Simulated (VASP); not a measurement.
Write the native input for VASP 6.6.1 that does the following.

| Property | Result |
| --- | --- |
| Task | optical spectrum |
| Functional | revPBE |
| Dispersion | dDsC |
| Potentials or basis | VASP PAW PBE potentials, release 64 (Ag) |
| Cutoff | 520 eV |
| k mesh | 11 × 11 × 11 |
| Occupations | methfessel-paxton, width 0.2 eV |
| Spin | no spin polarisation |
| Further INCAR settings | ALGO = Normal; EDIFF = 1e-07; NBANDS = 38 |

The structure of Ag lies in POSCAR:

```
Ag
1.0
    0.0244240000      2.0515500000      2.0362460000
    2.0851100000      0.0227250000      2.0379450000
    2.0778570000      2.0459970000      0.0299780000
Ag
1
Direct
    0.0452350000     -0.0688050000      0.0207610000
```

The cell isn't the ideal one: cell strained at random at fixed volume.

The input as run:

INCAR

```
SYSTEM = Ag
  ALGO = Normal
  CSHIFT = 0.05
  EDIFF = 1E-7
  ENCUT = 520
  GGA = RE
  ISIF = 2
  ISMEAR = 1
  IVDW = 4
  LASPH = .TRUE.
  LCHARG = .FALSE.
  LOPTICS = .TRUE.
  LREAL = .FALSE.
  LWAVE = .FALSE.
  NBANDS = 38
  NEDOS = 2000
  NELM = 60
  PREC = Accurate
  SIGMA = 0.2
```

KPOINTS

```
k-points
0
G
  11 11 11
  0 0 0
```

Potentials or basis: VASP PAW PBE potentials, release 64 (Ag).

Run with:

```bash
$ cat potpaw_PBE.64/Ag/POTCAR > POTCAR
$ mpirun -np 1 vasp_std > vasp.out
```

It gave:

```yaml
Pressure: -0.6 GPa
Band_gap_on_the_k_mesh: none (metal or under the smearing width)
Dispersion_energy_per_atom: -0.697 eV
```

Caveat: spectra need much finer meshes, so this one isn't converged; independent-particle spectra lack excitons; the intraband (Drude) part of a metal's response may be missing; the PAW data sets were made with another functional, which shifts forces and pressure a little; pairwise dispersion overbinds metals, which lowers pressure and volume.

Wall time 110 s on 1 thread of Intel(R) Xeon(R) 6975P-C (Granite Rapids), on a shared host, peak memory 0.55 GiB.
